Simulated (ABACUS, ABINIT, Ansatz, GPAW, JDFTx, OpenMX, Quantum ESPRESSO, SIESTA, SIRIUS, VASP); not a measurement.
# One calculation of In, 11 ways

```
CELL_PARAMETERS angstrom
-1.62547 1.62547 2.47370
1.62547 -1.62547 2.47370
1.62547 1.62547 -2.47370
ATOMIC_POSITIONS crystal
In 0.00000 0.00000 0.00000
```

Alike in all runs: task single point; functional PBE; k mesh 11 × 11 × 11; occupations fermi-dirac, width 0.05 eV; no spin polarisation; no spin-orbit coupling. Pressure is positive in compression and, in plane waves, holds the error of the finite cutoff, which Ansatz's Pulay term estimates and takes out.

| program and potentials | plane-wave cutoff (eV) | notes | pressure (GPa) |
| --- | --- | --- | --- |
| OpenMX, OpenMX 2013 PBE set, In7.0-s3p2d2, grid cutoff 260 Ry | - | atomic basis | 2.74 |
| VASP, PBE PAW files In_d, 520 eV | 520 | - | 2.00 |
| SIESTA, files PseudoDojo sr-pbe-0.4.1-standard, DZP (energy shift 0.003 Ry; two zetas on semicore shells) | - | atomic basis | 2.39 |
| Ansatz, Ansatz PAW (earlier soft set) | 420 | Pulay term of +0.03 GPa included | 2.04 |
| GPAW, GPAW PAW data sets (gpaw-data 1.2.1) | 600 | - | 1.68 |
| JDFTx, PseudoDojo-SR-PBE-0.5-standard | 952 | - | 1.99 |
| ABINIT, JTH PAW PBE v2.0 | 599 | - | 1.97 |
| SIRIUS, PseudoDojo 0.4.1 PBE standard (scalar relativistic) | 960 | - | 1.99 |
| Quantum ESPRESSO, SSSP 1.3 efficiency PBE | 748 | - | 1.98 |
| ABACUS, PseudoDojo NC SR 0.4.1 PBE standard, plane waves | 966 | - | 2.01 |
| Ansatz, all-electron LAPW, scalar-relativistic | - | - | 2.05 |

The pressure spans 1.68 (GPAW, GPAW PAW data sets (gpaw-data 1.2.1)) to 2.74 GPa (OpenMX, OpenMX 2013 PBE set, In7.0-s3p2d2, grid cutoff 260 Ry), with all-electron results at 2.05. Rows in atomic bases carry the error of their basis and grid, which can be large.

Differences between rows come from potentials, basis sets and numerical settings, since the functional is the same but for its coding. Runs on potential files found faulty are left out.

Every row gives a positive pressure, so PBE would expand this cell, which lies close to the measured one for body-centred tetragonal indium. This fits the functional's known tendency to underbind heavier sp metals: its gradient correction favours the more inhomogeneous density of a looser lattice, notably where the valence density meets the filled 4d shell. The agreement between all-electron LAPW, at 2.05 GPa, and most of the plane-wave rows suggests that the expansion belongs to the functional rather than to the potentials.

GPAW falls below this group, and its value alone can't separate an effect of the data set from one of the cutoff. Both atomic-basis rows lie above it, probably because confined orbitals describe the diffuse 5s and 5p tails imperfectly, with an error that changes with volume. Since indium is tetragonal, the pressure alone doesn't show how the expansion would be shared between the two axes, or whether the axial ratio would change.
